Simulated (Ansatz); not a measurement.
Reactions of `C[Se][SiH](O)F`.

Gas-phase electronic energies from Ansatz, PBE0-D4/def2-TZVP geometries. CBS: MP2 limit from def2 TZ/QZ plus the TZ coupled-cluster correction, frozen cores. This one scheme is used for every species. For Ge, Mg, Se outer-core shells are correlated without core-valence functions, which leaves a few kJ/mol of doubt a bond. Scalar relativity is left out up to krypton. Each species was taken in one conformer, which may not be the lowest.

(1) Order these by ΔE at CCSD(T)/CBS, lowest first. (Estimate.)
A. `C[Se][SiH](O)F` + trifluoromethane → `C[Se]C(F)(F)F` + `O[SiH2]F`
B. `C[Se][SiH](O)F` + `C[NH][GeH3]` → `C[N]([GeH3])[SiH](O)F` + `C[SeH]`
C. `C[Se][SiH](O)F` + `N[SiH2]F` → `O[SiH](F)N[SiH2]F` + `C[SeH]`
D. `C[Se][SiH](O)F` + H₂S → `O[SiH](F)S` + `C[SeH]`
E. `C[Se][SiH](O)F` + `C[SiH](O)O` → `C[Si@H](O)O[Si@@H](O)F` + `C[SeH]`
F. `C[Se][SiH](O)F` + `C[O][Mg][OH]` → `C[O][Mg][O]C` + `O[SiH](F)[SeH]`
G. `C[Se][SiH](O)F` + `OCO` → `C[Se]C(O)O` + `O[SiH2]F`

Largest T1 diagnostic: 0.012, for `O[SiH](F)S`.

Answers

(1) E (-18.5 kcal/mol), B (-5.0 kcal/mol), C (-2.6 kcal/mol), D (+0.6 kcal/mol), F (+12.6 kcal/mol), G (+24.7 kcal/mol), A (+28.9 kcal/mol).
